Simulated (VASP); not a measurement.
A run of VASP 6.6.1 is set up as follows.

Contents of INCAR:

```
SYSTEM = Os
ALGO = Normal
EDIFF = 1E-7
EDIFFG = -0.005
ENCUT = 600
IBRION = 2
ISIF = 3
ISMEAR = 1
IVDW = 12
LASPH = .True.
LCHARG = .False.
LMIXTAU = .True.
LREAL = .False.
LWAVE = .False.
METAGGA = R2SCAN
NELM = 100
NSW = 40
PREC = Accurate
SIGMA = 0.1
VDW_A1 = 0.49484001
VDW_A2 = 5.73083694
VDW_S6 = 1.0
VDW_S8 = 0.78981345
```

Contents of KPOINTS:

```
k-points
0
Gamma
  12 12 12
  0 0 0
```

Contents of POSCAR:

```
Os
1.0
    0.0000000000      1.9450000000      1.9450000000
    1.9450000000      0.0000000000      1.9450000000
    1.9450000000      1.9450000000      0.0000000000
Os
1
Direct
    0.0000000000      0.0000000000      0.0000000000
```

Potentials or basis: VASP PAW PBE potentials, release 64 (Os).

Run with:

```bash
$ cat potpaw_PBE.64/Os/POTCAR > POTCAR
$ mpirun -np 1 vasp_std > vasp.out
```

(1) Estimate the space group after relaxing (to 0.05 Å).

(2) What does it give for the relaxed cell?

(3) Predict the dispersion energy per atom.

Results:

(1) Fm-3m (No. 225).

(2) a = 2.704 Å, b = 2.704 Å, c = 2.704 Å, α = 60.00°, β = 60.00°, γ = 60.00°.

(3) -0.307 eV.
